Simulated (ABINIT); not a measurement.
# Hf (P6_3/mmc) in ABINIT: a series of runs

Aim: see how the results for Hf move with the level of theory and the settings. Levels: PBE, LDA. Tasks: single point.

Program: ABINIT 10.8.3 (patched build). These are calculated values, not measurements. Logs are shortened: lines on timing, memory, paths and dates and some standing lists are left out, and cuts for length are marked. The log counts tension as positive stress, the text compression.

## Step 1: The crystal as given

Symmetry: P6_3/mmc, No. 194, hexagonal system. Conventional cell: a = 3.197 Å, b = 3.197 Å, c = 5.058 Å, α = 90.00°, β = 90.00°, γ = 120.00°. Hf (site symmetry -6m2) is surrounded by 12 Hf at 3.13 to 3.20 Å.

## Step 2: Single point, PBE

Input file run.abi:

```
# Pseudopotentials
pp_dirpath "./"
pseudos "Hf.upf"

# Structure
acell 6.0408875026 6.0408875026 9.5578567931
rprim
     1.0000000000     0.0000000000     0.0000000000
    -0.5000000000     0.8660254038     0.0000000000
     0.0000000000     0.0000000000     1.0000000000
ntypat 1
znucl 72
natom 2
typat 1 1
xred
     0.6666666667     0.3333333333     0.7500000000
     0.3333333333     0.6666666667     0.2500000000

# Plane-wave basis
ecut 26.0

# k points
kptopt 1
ngkpt 8 8 4
nshiftk 1
shiftk 0.0 0.0 0.0

# Exchange and correlation
ixc 11

# Bands and occupations
nband 16
occopt 3
tsmear 0.00183747

# SCF cycle
nstep 100
tolvrs 1.0e-10

# Output
iomode 3
prtwf 0
prteig 0
prtebands 0
enunit 1
prtden 1
prtvha 1
prtvclmb 1
prtpot 1
prtelf 1
```

Potentials or basis: PseudoDojo NC SR PBE v0.4.1 standard.

Command:

```sh
$ abinit run.abi > log 2>&1
```

run.abo:

```text
.Version 10.8.3 of ABINIT
 Symmetries : space group P6_3/m m c (#194); Bravais hP (primitive hexag.)
================================================================================
 Values of the parameters that define the memory need of the present run
     intxc =       0    ionmov =       0      iscf =       7    lmnmax =       8
     lnmax =       8     mgfft =      45  mpssoang =       4    mqgrid =    3001
     natom =       2  nloc_mem =       1    nspden =       1   nspinor =       1
    nsppol =       1      nsym =      24    n1xccc =    2501    ntypat =       1
    occopt =       3   xclevel =       2
       mpw =        1924          nfft =       40500          nkpt =          30
================================================================================
================================================================================

--------------------------------------------------------------------------------
------------- Echo of variables that govern the present computation ------------
--------------------------------------------------------------------------------
 -outvars: echo values of preprocessed input variables --------
            acell      6.0408875026E+00  6.0408875026E+00  9.5578567931E+00 Bohr
              amu      1.78490000E+02
             ecut      2.60000000E+01 Hartree
           enunit           1
              ixc          11
         kptrlatt        8    0    0      0    8    0      0    0    4
          kptrlen      3.82314272E+01
            natom           2
            nband          16
            ngfft          30      30      45
             nkpt          30
            nstep         100
             nsym          24
           ntypat           1
           occopt           3
        prtebands           0
           prteig           0
           prtelf           1
           prtpot           1
         prtvclmb           1
           prtvha           1
            prtwf           0
            rprim      1.0000000000E+00  0.0000000000E+00  0.0000000000E+00
                      -5.0000000000E-01  8.6602540380E-01  0.0000000000E+00
                       0.0000000000E+00  0.0000000000E+00  1.0000000000E+00
          spgroup         194
           tolvrs      1.00000000E-10
           tsmear      1.83747000E-03 Hartree
            typat      1  1
           xangst      1.5983499989E+00  9.2280780215E-01  3.7933499974E+00
                      -1.0071997398E-16  1.8456156043E+00  1.2644499991E+00
            xcart      3.0204437513E+00  1.7438540129E+00  7.1683925948E+00
                      -1.9033316623E-16  3.4877080258E+00  2.3894641983E+00
             xred      6.6666666667E-01  3.3333333333E-01  7.5000000000E-01
                       3.3333333333E-01  6.6666666667E-01  2.5000000000E-01
            znucl       72.00000

================================================================================

 chkinp: Checking input parameters for consistency.

================================================================================
== DATASET  1 ==================================================================

--- !DatasetInfo
iteration_state: {dtset: 1, }
dimensions: {natom: 2, nkpt: 30, mband: 16, nsppol: 1, nspinor: 1, nspden: 1, mpw: 1924, }
cutoff_energies: {ecut:  26.0, pawecutdg:  -1.0, }
electrons: {nelect:   2.40000000E+01, charge:   0.00000000E+00, occopt:   3.00000000E+00, tsmear:   1.83747000E-03, }
meta: {optdriver: 0, ionmov: 0, optcell: 0, iscf: 7, paral_kgb: 0, }
...

 Exchange-correlation functional for the present dataset will be:
  GGA: Perdew-Burke-Ernzerhof functional - ixc=11
  J.P.Perdew, K.Burke, M.Ernzerhof, PRL 77, 3865 (1996)

 Real(R)+Recip(G) space primitive vectors, cartesian coordinates (Bohr,Bohr^-1):
 R(1)=  6.0408875  0.0000000  0.0000000  G(1)=  0.1655386  0.0955737  0.0000000
 R(2)= -3.0204438  5.2315620  0.0000000  G(2)=  0.0000000  0.1911475  0.0000000
 R(3)=  0.0000000  0.0000000  9.5578568  G(3)=  0.0000000  0.0000000  0.1046260
 Unit cell volume ucvol=  3.0205960E+02 bohr^3
 Angles (23,13,12)=  9.00000000E+01  9.00000000E+01  1.20000000E+02 degrees

 getcut: wavevector=  0.0000  0.0000  0.0000  ngfft=  30  30  45
         ecut(hartree)=     26.000   => boxcut(ratio)=   2.00558

--- Pseudopotential description ------------------------------------------------
- pspini: atom type   1  psp file is ./Hf.upf
12 -101130 3 -1 1656                          pspcod,pspxc,lmax,lloc,mmax
     nproj     2     2     2     2

   1.05332604E+03                                ecore*ucvol(ha*bohr**3)
--------------------------------------------------------------------------------

================================================================================

--- !BeginCycle
iteration_state: {dtset: 1, }
solver: {iscf: 7, nstep: 100, nline: 4, wfoptalg: 0, }
tolerances: {tolvrs: 1.00E-10, }
...

     iter   Etot(hartree)      deltaE(h)  residm     vres2
 ETOT  1  -112.77650372770    -1.128E+02 1.771E-01 1.510E+01
 ETOT  2  -112.82784171056    -5.134E-02 2.303E-02 1.824E-01
 ETOT  3  -112.82790913576    -6.743E-05 2.327E-03 2.790E-03
 ETOT  4  -112.82790993412    -7.984E-07 2.199E-03 1.378E-05
 ETOT  5  -112.82790994258    -8.464E-09 9.333E-04 2.220E-07
 ETOT  6  -112.82790994295    -3.698E-10 1.733E-03 1.019E-08
 ETOT  7  -112.82790994298    -2.588E-11 5.822E-04 3.932E-11

 At SCF step    7       vres2   =  3.93E-11 < tolvrs=  1.00E-10 =>converged.

 Compute ELF
--------------------------------------------------------------------------------

 Compute kinetic energy density

 Compute gradient of the electron density
 Electron Localization Function (ELF) [min:0;max:1]
)     Maximum=    8.6529E-01  at reduced coord.    0.7667    0.2333    0.7556
)     Minimum=    1.9711E-03  at reduced coord.    0.3333    0.6667    0.2444
   Integrated=    1.1442E+02

--------------------------------------------------------------------------------
 End of ELF section

 Cartesian components of stress tensor (hartree/bohr^3)
  sigma(1 1)= -7.37841129E-06  sigma(3 2)=  0.00000000E+00
  sigma(2 2)= -7.37841171E-06  sigma(3 1)=  0.00000000E+00
  sigma(3 3)= -1.26651646E-05  sigma(2 1)=  0.00000000E+00

--- !ResultsGS
iteration_state: {dtset: 1, }
comment   : Summary of ground state results
lattice_vectors:
- [  6.0408875,   0.0000000,   0.0000000, ]
- [ -3.0204438,   5.2315620,   0.0000000, ]
- [  0.0000000,   0.0000000,   9.5578568, ]
lattice_lengths: [   6.04089,    6.04089,    9.55786, ]
lattice_angles: [ 90.000,  90.000, 120.000, ] # degrees, (23, 13, 12)
lattice_volume:   3.0205960E+02
convergence: {deltae: -2.588E-11, res2:  3.932E-11, residm:  5.822E-04, diffor: null, }
etotal    :  -1.12827910E+02
entropy   :   0.00000000E+00
fermie    :   3.93742299E-01
cartesian_stress_tensor: # hartree/bohr^3
- [ -7.37841129E-06,   0.00000000E+00,   0.00000000E+00, ]
- [  0.00000000E+00,  -7.37841171E-06,   0.00000000E+00, ]
- [  0.00000000E+00,   0.00000000E+00,  -1.26651646E-05, ]
pressure_GPa:   2.6893E-01
xred      :
- [  6.6667E-01,   3.3333E-01,   7.5000E-01, Hf]
- [  3.3333E-01,   6.6667E-01,   2.5000E-01, Hf]
cartesian_forces: # hartree/bohr
- [ -4.45736694E-29,   2.57346200E-29,  -1.15392761E-25, ]
- [  4.45736694E-29,  -2.57346200E-29,   1.15392761E-25, ]
force_length_stats: {min:   1.15392772E-25, max:   1.15392772E-25, mean:   1.15392772E-25, }
...

 Integrated electronic density in atomic spheres:
 ------------------------------------------------
 Atom  Sphere_radius  Integrated_density
    1        2.00000          8.41541907
    2        2.00000          8.41541907
================================================================================

 ----iterations are completed or convergence reached----

 Mean square residual over all n,k,spin=   25.036E-07; max=  58.216E-05
 reduced coordinates (array xred) for    2 atoms
       0.666666666667      0.333333333333      0.750000000000
       0.333333333333      0.666666666667      0.250000000000
 rms dE/dt=  6.3676E-25; max dE/dt=  1.1029E-24; dE/dt below (all hartree)
    1       0.000000000000     -0.000000000000      0.000000000000
    2      -0.000000000000      0.000000000000     -0.000000000000

 cartesian coordinates (angstrom) at end:
    1      1.59834999891799     0.92280780215112     3.79334999741376
    2     -0.00000000000000     1.84561560430224     1.26444999913792

 cartesian forces (hartree/bohr) at end:
    1     -0.00000000000000     0.00000000000000    -0.00000000000000
    2      0.00000000000000    -0.00000000000000     0.00000000000000
 frms,max,avg= 6.6622048E-26 1.1539276E-25   0.000E+00  0.000E+00  0.000E+00 h/b

 cartesian forces (eV/Angstrom) at end:
    1     -0.00000000000000     0.00000000000000    -0.00000000000000
    2      0.00000000000000    -0.00000000000000     0.00000000000000
 frms,max,avg= 3.4258435E-24 5.9337343E-24   0.000E+00  0.000E+00  0.000E+00 e/A
 length scales=  6.040887502600  6.040887502600  9.557856793100 bohr
              =  3.196699997836  3.196699997836  5.057799996552 angstroms
 Fermi (or HOMO) energy (eV) =  10.71427   Average Vxc (eV)= -11.71637
 Eigenvalues (   eV  ) for nkpt=  30  k points:
 kpt#   1, nband= 16, wtk=  0.00391, kpt=  0.0000  0.0000  0.0000 (reduced coord)
 -51.26153  -51.19051  -20.37474  -19.63654  -19.63654  -19.50879  -19.50879  -19.50642
   3.28374    6.95705   11.29199   11.85126   11.85127   12.13107   12.67412   12.67459
 prteigrs : prtvol=0 or 1, do not print more k-points.

--- !EnergyTerms
iteration_state     : {dtset: 1, }
comment             : Components of total free energy in Hartree
kinetic             :  2.89385279626894E+01
hartree             :  1.41637565478462E+01
xc                  : -2.85068736273253E+01
Ewald energy        : -7.80846832094020E+01
psp_core            :  3.48714634538706E+00
local_psp           : -5.82830198555015E+01
non_local_psp       :  5.45757547928936E+00
internal            : -1.12827570357017E+02
'-kT*entropy'       : -3.39585962879091E-04
total_energy        : -1.12827909942980E+02
total_energy_eV     : -3.07020383678518E+03
band_energy         : -1.37942446122350E+01
...

 Cartesian components of stress tensor (hartree/bohr^3)
  sigma(1 1)= -7.37841129E-06  sigma(3 2)=  0.00000000E+00
  sigma(2 2)= -7.37841171E-06  sigma(3 1)=  0.00000000E+00
  sigma(3 3)= -1.26651646E-05  sigma(2 1)=  0.00000000E+00

-Cartesian components of stress tensor (GPa)         [Pressure=  2.6893E-01 GPa]
- sigma(1 1)= -2.17080355E-01  sigma(3 2)=  0.00000000E+00
- sigma(2 2)= -2.17080367E-01  sigma(3 1)=  0.00000000E+00
- sigma(3 3)= -3.72622006E-01  sigma(2 1)=  0.00000000E+00

== END DATASET(S) ==============================================================
================================================================================

 -outvars: echo values of variables after computation  --------
            acell      6.0408875026E+00  6.0408875026E+00  9.5578567931E+00 Bohr
           etotal     -1.1282790994E+02
            fcart     -4.4573669382E-29  2.5734620016E-29 -1.1539276088E-25
                       4.4573669382E-29 -2.5734620016E-29  1.1539276088E-25
            rprim      1.0000000000E+00  0.0000000000E+00  0.0000000000E+00
                      -5.0000000000E-01  8.6602540380E-01  0.0000000000E+00
                       0.0000000000E+00  0.0000000000E+00  1.0000000000E+00
           strten     -7.3784112919E-06 -7.3784117065E-06 -1.2665164568E-05
                       0.0000000000E+00  0.0000000000E+00  0.0000000000E+00
           xangst      1.5983499989E+00  9.2280780215E-01  3.7933499974E+00
                      -1.0071997398E-16  1.8456156043E+00  1.2644499991E+00
             xred      6.6666666667E-01  3.3333333333E-01  7.5000000000E-01
                       3.3333333333E-01  6.6666666667E-01  2.5000000000E-01
 Calculation completed.
```

Run time: 15 s. Hardware: 1 thread of Intel Xeon 6975P-C (Granite Rapids), shared host; peak memory 0.07 GiB.

Results:

- Free energy: -3070.2038 eV
- Pressure: 0.3 GPa
- Band gap on the k mesh: none (metal or under the smearing width)
- Valence electrons inside the program's atomic spheres: Hf 8.42 (radii [1.0584] Å)

Stress tensor (GPa, compression positive):
```
0.22 0.00 0.00
0.00 0.22 0.00
0.00 0.00 0.37
```

## Step 3: Single point, LDA

Input file run.abi:

```
# Pseudopotentials
pp_dirpath "./"
pseudos "Hf.upf"

# Structure
acell 3*1.0
rprim
     6.0408875026     0.0000000000     0.0000000000
    -3.0204437513     5.2315620387     0.0000000000
     0.0000000000     0.0000000000     9.5578567931
ntypat 1
znucl 72
natom 2
typat 1 1
xred
     0.6666666667     0.3333333333     0.7500000000
     0.3333333333     0.6666666667     0.2500000000

# Plane-wave basis
ecut 707.496042 eV

# k points
kptopt 1
ngkpt 8 8 4
nshiftk 1
shiftk 0.0 0.0 0.0

# Exchange and correlation
ixc 7

# Bands and occupations
nband 16
occopt 3
tsmear 0.05 eV

# SCF cycle
nstep 100
tolvrs 1.0e-10

# Output
iomode 3
prtwf 0
prtden 0
prteig 0
prtebands 0
enunit 2
```

Potentials or basis: PseudoDojo NC SR LDA v0.4.1 standard.

Command:

```sh
$ abinit run.abi > log 2>&1
```

Run time: 18 s. Hardware: 1 thread of Arm Neoverse V2, shared host; peak memory 0.07 GiB.

It converged, with:

| Property | Result |
| --- | --- |
| Free energy | -3071.9218 eV |
| Pressure | -9.2 GPa |
| Band gap on the k mesh | none (metal or under the smearing width) |
| Valence electrons inside the program's atomic spheres | Hf 8.43 (radii [1.0584] Å) |

Stress tensor (GPa, compression positive):
```
-9.03  0.00  0.00
 0.00 -9.03  0.00
 0.00  0.00 -9.48
```

Levels at points of the mesh, in eV from the Fermi level:
```
           k point  band 9  band 10  band 11  band 12  band 13  band 14  band 15  band 16
(0.00, 0.00, 0.00)   -7.42    -3.77     0.69     1.06     1.06     1.34     1.88     1.88
(0.50, 0.00, 0.00)   -3.41    -2.81    -2.28    -0.80     0.67     0.80     1.59     5.89
(0.00, 0.00, 0.50)   -5.44    -5.44     0.08     0.08     0.95     0.95     0.95     0.95
(0.50, 0.00, 0.50)   -3.47    -3.47    -1.06    -1.06     1.19     1.19     2.53     2.53
```

The run has no spin-orbit coupling, so splittings on Hf are missing.
